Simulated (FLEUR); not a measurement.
# Fe (c factor at fixed volume 1.06 on the database's cell): from one collinear state to anisotropy

Wanted: anisotropy for Fe (c factor at fixed volume 1.06 on the database's cell), with the cost of each step.

Method: PBE; all-electron FLAPW, Dirac cores, scalar-relativistic bands, in FLEUR MaX-R8.1.

This is a report of a sequence of runs, with most program output left out.

This is not the structure that Fe takes at ambient pressure and room temperature (bcc); it is a model or a phase of other conditions.

The database entry behind the starting cell differs from later determinations by our own check (an axis about 0.7 % long against later determinations), so it need not match the best structure at ambient conditions.

## Step 1: The structure

The structure is tetragonal, space group I4/mmm (No. 139). The conventional cell has a = 2.803 Å, b = 2.803 Å, c = 3.059 Å, α = 90.00°, β = 90.00°, γ = 90.00°. Fe has 12 Fe at 2.50 to 2.80 Å nearest.

The cell is strained on purpose: c factor at fixed volume 1.06 on the database's cell.

## Step 2: The magnetic state

The force theorems are single passes in this state's potential, so it has to be converged first.

No symmetry is used, so that later steps may turn the spins freely; k and −k are joined. inpgen writes inp.xml from crystal.txt; cutoffs, mixing, functional, smearing and local orbitals are then set in the file. The k list scf (kpts.xml, not shown) is a Γ-centred 14×14×14 mesh; where the ranks do not divide the number of points, some are split in two of half the weight.

The input, inp.xml:

```
<?xml version="1.0" encoding="UTF-8" standalone="no"?>
<fleurInput fleurInputVersion="0.39">
   <comment>
      Fe
   </comment>
   <calculationSetup>
      <cutoffs Kmax="3.6" Gmax="10.8" GmaxXC="10.8" numbands="0"/>
      <scfLoop itmax="110" minDistance="0.00002" maxIterBroyd="15" imix="Anderson" alpha="0.05" precondParam="0.0" spinf="2.0" sdNocoIR="T"/>
      <coreElectrons ctail="F" frcor="F" kcrel="0" coretail_lmax="0"/>
      <xcFunctional name="pbe" relativisticCorrections="F"/>
      <magnetism jspins="2" l_noco="F" l_ss="F">
         <qss>0.0 0.0 0.0</qss>
         <mtNocoParams l_mperp="F" l_mtNocoPot="F" l_relaxSQA="F" mag_mixing_scheme="0" mix_RelaxWeightOffD="1.0" l_constrained="F" mix_constr="1.0"/>
         <sourceFreeMag l_sourceFree="F" l_scaleMag="F" mag_scale="1.0"/>
      </magnetism>
      <soc l_soc="F" theta="0.0" phi="0.0" spav="F"/>
      <expertModes spex="0" secvar="F"/>
      <geometryOptimization l_f="F" forcealpha="1.0" forcemix="BFGS" epsdisp="0.00001" epsforce="0.00001"/>
      <ldaU l_linMix="F" mixParam="0.05" spinf="1.0"/>
   </calculationSetup>
   <cell>
      <bzIntegration valenceElectrons="16.0" mode="hist" fermiSmearingEnergy="0.00183747">
         <kPointListSelection listName="scf"/>
         <xi:include xmlns:xi="http://www.w3.org/2001/XInclude" href="kpts.xml"> </xi:include>
      </bzIntegration>
      <xi:include xmlns:xi="http://www.w3.org/2001/XInclude" href="sym.xml"> </xi:include>
      <bulkLattice scale="1.0">
         <bravaisMatrix>
            <row-1>   -2.6485749406880612     2.6485749406880612     2.8904872856656678</row-1>
            <row-2>    2.6485749406880612    -2.6485749406880612     2.8904872856656678</row-2>
            <row-3>    2.6485749406880612     2.6485749406880612    -2.8904872856656678</row-3>
         </bravaisMatrix>
      </bulkLattice>
   </cell>
   <atomSpecies>
      <species name="Iron (Fe) 2.800" element="Fe" atomicNumber="26">
         <mtSphere radius="2.31" gridPoints="763" logIncrement="0.016"/>
         <atomicCutoffs lmax="8" lnonsphr="6"/>
         <electronConfig flipSpins="F">
            <coreConfig>(1s1/2) (2s1/2) (2p1/2) (2p3/2)</coreConfig>
            <valenceConfig>(3s1/2) (3p1/2) (3p3/2) (4s1/2) (3d3/2) (3d5/2)</valenceConfig>
            <stateOccupation state="(3d3/2)" spinUp="1.4" spinDown="1.0"/>
            <stateOccupation state="(3d5/2)" spinUp="3.0" spinDown="0.6"/>
         </electronConfig>
         <energyParameters s="4" p="4" d="3" f="4"/>
         <lo type="SCLO" l="0" n="3" eDeriv="0"/>
         <lo type="SCLO" l="1" n="3" eDeriv="0"/>
      </species>
   </atomSpecies>
   <atomGroups>
      <atomGroup species="Iron (Fe) 2.800">
         <relPos label="                   1">.0000000000 .0000000000 .0000000000</relPos>
         <force calculate="T" relaxXYZ="TTT"/>
         <nocoParams  alpha="0.0" beta="0.0"/>
      </atomGroup>
   </atomGroups>
   <output dos="F" band="F" slice="F">
      <bandDOS minEnergy="-.5*Htr" maxEnergy="0.5*Htr" sigma="0.015" storeEVData="T"/>
      <plotting iplot="0" polar="F">
         <plot TwoD="T" vec1="  1.0  0.0  0.0" vec2="  0.0  1.0  0.0" vec3="  0.0  0.0  1.0" zero="  0.0  0.0  0.0" file="plot"/>
      </plotting>
      <moessbauerParams electricFieldGradient="F" isomerShift="F" coreHyperfine="F" valenceHyperfine="F"/>
   </output>
</fleurInput>
```

The input, crystal.txt:

```
Fe
&input film=F cartesian=F /
-1.40156550000  1.40156550000  1.52958000000
1.40156550000  -1.40156550000  1.52958000000
1.40156550000  1.40156550000  -1.52958000000
1.8897261246
1.0 1.0 1.0

1
26 0.00000000000  0.00000000000  0.00000000000 : 2.800

&kpt div1=14 div2=14 div3=14 gamma=T /
```

The run is started by

```bash
$ OMP_NUM_THREADS=1 inpgen -f crystal.txt -nosym -noco > inpgen.log  # inp.xml is then edited as shown
$ OMP_NUM_THREADS=1 mpirun -n 4 fleur_MPI > fleur.log
```

Elapsed: 91 s, on 4 MPI ranks of Arm Neoverse V1, shared host; peak memory 0.32 GiB.

Numbers from this step:

```yaml
free_energy: -34634.7167 eV
magnetization: 2.328 μB
final_state: ferromagnetic
largest_moment: 2.389 μB
```

After 23 cycles the largest moment stands at 2.39 μB.

## Step 3: Anisotropy by the force theorem, rung 1

Anisotropy is a small difference, so it is taken from sums over occupied states at a frozen potential, where most errors cancel.

One pass with spin–orbit coupling for each direction, from the saved density. Inversion lets half of the mesh serve, which the program's warning doesn't know. The k list mae (kpts.xml, not shown) is a Γ-centred 19×19×19 mesh.

Changes to inp.xml since step 2:

```diff
@@ -6,4 +6,4 @@
    <calculationSetup>
-      <cutoffs Kmax="3.6" Gmax="10.8" GmaxXC="10.8" numbands="0"/>
-      <scfLoop itmax="110" minDistance="0.00002" maxIterBroyd="15" imix="Anderson" alpha="0.05" precondParam="0.0" spinf="2.0" sdNocoIR="T"/>
+      <cutoffs Kmax="3.6" Gmax="10.8" GmaxXC="10.8" numbands="36"/>
+      <scfLoop itmax="1" minDistance="0.00002" maxIterBroyd="15" imix="Anderson" alpha="0.05" precondParam="0.0" spinf="2.0" sdNocoIR="T"/>
       <coreElectrons ctail="F" frcor="F" kcrel="0" coretail_lmax="0"/>
@@ -15,3 +15,3 @@
       </magnetism>
-      <soc l_soc="F" theta="0.0" phi="0.0" spav="F"/>
+      <soc l_soc="T" theta="0.0" phi="0.0" spav="F"/>
       <expertModes spex="0" secvar="F"/>
@@ -22,3 +22,3 @@
       <bzIntegration valenceElectrons="16.0" mode="hist" fermiSmearingEnergy="0.00183747">
-         <kPointListSelection listName="scf"/>
+         <kPointListSelection listName="mae"/>
          <xi:include xmlns:xi="http://www.w3.org/2001/XInclude" href="kpts.xml"> </xi:include>
@@ -63,2 +63,5 @@
    </output>
+   <forceTheorem>
+      <MAE theta="0.0 1.5707963 1.5707963 0.7853982" phi="0.0 0.0 0.7853982 0.0"/>
+   </forceTheorem>
 </fleurInput>
```

The run is started by

```bash
$ OMP_NUM_THREADS=1 mpirun -n 4 fleur_MPI -warn_only > fleur.log
```

Elapsed: 47 s, on 4 MPI ranks; peak memory 0.86 GiB.

Anisotropy energies, by row:

| axis | x | y | z | band energy less the first axis' (meV a cell) |
| --- | --- | --- | --- | --- |
| [001] | 0 | 0 | 1 | 0 |
| [100] | 1 | 0 | 0 | -0.04678 |
| [110] | 0.7071 | 0.7071 | 0 | -0.04648 |
| 45 degrees from [001] toward [100] | 0.7071 | 0 | 0.7071 | -0.02324 |

Indices are those of the standard conventional cell; x, y, z give the same directions in the axes of the input.

## Step 4: Anisotropy by the force theorem, rung 2

A second rung shows how far the first can be trusted.

The k list mae (kpts.xml, not shown) is a Γ-centred 28×28×28 mesh.

inp.xml is that of step 3.

The job ended after 2.5 min (4 MPI ranks; peak memory 2.4 GiB; 10 min of CPU time).

Anisotropy energies, by row:

```
                              axis       x       y       z  band energy less the first axis' (meV a cell)
                             [001]       0       0       1                                              0
                             [100]       1       0       0                                       -0.06104
                             [110]  0.7071  0.7071       0                                       -0.06068
45 degrees from [001] toward [100]  0.7071       0  0.7071                                        -0.0304
```

## Step 5: Spin–orbit coupling, moments along [001]

Spin–orbit coupling ties the spins to the lattice and lets orbital moments form.

A new self-consistent run of the start ferro +, with the moments along z. The k list default-1 (kpts.xml, not shown) is a Γ-centred 28×28×28 mesh.

Changes to inp.xml since step 2:

```diff
@@ -6,12 +6,8 @@
    <calculationSetup>
-      <cutoffs Kmax="3.6" Gmax="10.8" GmaxXC="10.8" numbands="0"/>
+      <cutoffs Kmax="3.6" Gmax="10.8" GmaxXC="10.8" numbands="36"/>
       <scfLoop itmax="110" minDistance="0.00002" maxIterBroyd="15" imix="Anderson" alpha="0.05" precondParam="0.0" spinf="2.0" sdNocoIR="T"/>
-      <coreElectrons ctail="F" frcor="F" kcrel="0" coretail_lmax="0"/>
+      <coreElectrons ctail="T" frcor="F" kcrel="0" coretail_lmax="0"/>
       <xcFunctional name="pbe" relativisticCorrections="F"/>
-      <magnetism jspins="2" l_noco="F" l_ss="F">
-         <qss>0.0 0.0 0.0</qss>
-         <mtNocoParams l_mperp="F" l_mtNocoPot="F" l_relaxSQA="F" mag_mixing_scheme="0" mix_RelaxWeightOffD="1.0" l_constrained="F" mix_constr="1.0"/>
-         <sourceFreeMag l_sourceFree="F" l_scaleMag="F" mag_scale="1.0"/>
-      </magnetism>
-      <soc l_soc="F" theta="0.0" phi="0.0" spav="F"/>
+      <magnetism jspins="2"/>
+      <soc l_soc="T" theta="0.0" phi="0.0" spav="F"/>
       <expertModes spex="0" secvar="F"/>
@@ -22,3 +18,3 @@
       <bzIntegration valenceElectrons="16.0" mode="hist" fermiSmearingEnergy="0.00183747">
-         <kPointListSelection listName="scf"/>
+         <kPointListSelection listName="default-1"/>
          <xi:include xmlns:xi="http://www.w3.org/2001/XInclude" href="kpts.xml"> </xi:include>
@@ -53,3 +49,2 @@
          <force calculate="T" relaxXYZ="TTT"/>
-         <nocoParams  alpha="0.0" beta="0.0"/>
       </atomGroup>
```

Changes to crystal.txt since step 2:

```diff
@@ -11,2 +11,3 @@
 
-&kpt div1=14 div2=14 div3=14 gamma=T /
+&soc 0.0000000 0.0000000 /
+&kpt div1=28 div2=28 div3=28 gamma=T /
```

The run is started by

```bash
$ OMP_NUM_THREADS=1 inpgen -f crystal.txt > inpgen.log  # inp.xml is then edited as shown
$ OMP_NUM_THREADS=1 mpirun -n 4 fleur_MPI > fleur.log
```

The job ended after 4.1 min (4 MPI ranks; peak memory 0.74 GiB; 17 min of CPU time).

This step gave:

```yaml
free_energy: -34634.7332 eV
program_s_band_gap_on_this_mesh_in_a_metal_only_a_level_spacing: 0 eV
magnetization: 2.308 μB
final_state: ferromagnetic
largest_moment: 2.370 μB
orbital_moment_along_the_spin: 0.04665 μB
```

Orbital moment in the sphere, along the spin axis by atom:

```
atom  orbital moment in the sphere, along the spin axis (μB)
 Fe1                                                  0.0466
```

## Step 6: What came out

| Item | Value |
| --- | --- |
| reference state | ferromagnetic |
| largest sphere moment | 2.39 μB |
| easy direction of those tried | the plane normal to [001] |
| energy along [100] less [001], force theorem | -0.0610 meV a primitive cell |
| orbital moment on the atom of largest spin, along its spin (spin–orbit run) | 0.0466 μB |

By the force theorem the moments prefer the plane normal to [001], with no direction in it resolved; shape anisotropy is not in it. The difference for the second direction goes from -0.047 meV (mesh 19×19×19, 36 states, 3.1 min of CPU time) to -0.061 meV (mesh 28×28×28, 36 states, 10 min). On the atom of largest spin the orbital moment is almost quenched. The state was typed, and no other order was converged beside it, so it need not be the ground state.

[Logs and program files are shortened in this print: banners, set-up blocks, solver, clock and traceback lines can be left out without a mark of their own.]

[Logs are printed without paths, hosts, clocks, repeated set-up lines and the standing remarks that a program may print on its own settings, such as how far it seeks lower states.]

[Hosts, paths, dates, database ids (printed as entryN), source tags and the programs' standing remarks are cut or masked in the printed files.]

[Where a cell is said to come from a database of computed structures, the database is the Materials Project.]
